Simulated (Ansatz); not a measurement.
Ansatz results at the PBE0-D4/def2-TZVP geometry: vertical ionisation energy (CCSD(T)/CBS(def2)) 10.29 eV; HOMO energy (B3LYP/def2-TZVPP) -7.32 eV; HOMO–LUMO gap (PBE/def2-TZVPP) 6.46 eV.

Each molecule was computed in one conformer, which needn't be the lowest.

Which molecule gave them?
A. `OC1CC1`
B. `C=CCO`
C. `C=C(C)O`
D. `CCC=O`

A. The others give `C=CCO`: 10.46, -7.47, 5.12; `C=C(C)O`: 9.20, -6.38, 5.28; `CCC=O`: 10.16, -7.16, 3.90.

B3LYP here is the variant with VWN-RPA as its local correlation; programs differ in this.
